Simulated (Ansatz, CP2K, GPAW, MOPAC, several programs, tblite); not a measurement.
**NaH: cheap methods against density-functional theory**

How much accuracy does each second buy? NaH is computed with 11 methods, from the cheapest up to r2SCAN.

Program: MOPAC, tblite, CP2K, GPAW, Ansatz (versions at each run). Level of theory: no spin polarisation, static lattice; gaps from single points on the cell relaxed beforehand with r²SCAN. These are calculated values, not measurements.

4 further runs of the same task are left out: 3 that didn't finish, 1 set aside as unsound or not needed.

## Step 1: The starting structure

It takes space group Fm-3m (No. 225, cubic). Conventional cell: a = 4.795 Å, b = 4.795 Å, c = 4.795 Å, α = 90.00°, β = 90.00°, γ = 90.00°. Na (site symmetry m-3m) is surrounded by 6 H at 2.40 Å. Around H (site symmetry m-3m) lie 6 Na at 2.40 Å.

As a file:

```
CELL_PARAMETERS angstrom
0.00000 2.39751 2.39751
2.39751 0.00000 2.39751
2.39751 2.39751 0.00000
ATOMIC_POSITIONS crystal
Na 0.00000 0.00000 0.00000
H 0.50000 0.50000 0.50000
```

**Question.** The methods are PM6, PM7, GFN1-xTB (tblite), GFN2-xTB (tblite), PBE/DZVP, PBE/single-zeta, PBE/SZV, coarse PBE, GLLB-SC, PBE, r2SCAN. What gap does r2SCAN give on this cell, and which other methods (full PBE left aside) come nearest to r2SCAN and farthest in gap, volume and bulk modulus?

| quantity | value |
| --- | --- |
| r2SCAN | gap 4.40 eV, 13.78 Å³/atom, B₀ 24 GPa |
| gap: nearest and farthest of the other methods | PBE/single-zeta (-0.43 eV), GFN2-xTB (tblite) (+6.45 eV) |
| volume: nearest and farthest of the other methods | PBE/DZVP (-1.6 %), GFN1-xTB (tblite) (-11.4 %) |
| bulk modulus: nearest and farthest of the other methods | GFN1-xTB (tblite) (-24 %), PBE/SZV (+96 %) |

In words: Among the 8 methods compared for the gap (full PBE left aside), PBE/single-zeta is nearest to r2SCAN and GFN2-xTB (tblite) farthest. Among the 3 methods compared for the volume (full PBE left aside), PBE/DZVP is nearest to r2SCAN and GFN1-xTB (tblite) farthest. Among the 3 methods compared for the bulk modulus (full PBE left aside), GFN1-xTB (tblite) is nearest to r2SCAN and PBE/SZV farthest. A minimal basis or a coarse cutoff and mesh shifts results by its own error, so closeness to r2SCAN can be chance. Cluster runs see only the k-points that fold onto the zone centre, so their gaps can miss the band edges. GLLB-SC is compared with its derivative discontinuity added. PM6 ended in an unphysical state and is left out of the comparison. No volume is given for PM7, GFN2-xTB (tblite), PBE/single-zeta, coarse PBE, which can hide a larger miss. CPU times run from 0.45 s (coarse PBE) to 18 s (PBE/single-zeta). On this cell GFN2-xTB (tblite), PBE/DZVP, PBE/single-zeta, PBE/SZV cost more than r2SCAN itself (3.1 s), so they are no saving here. r2SCAN is a yardstick, not the truth: it usually gives gaps below the measured ones.
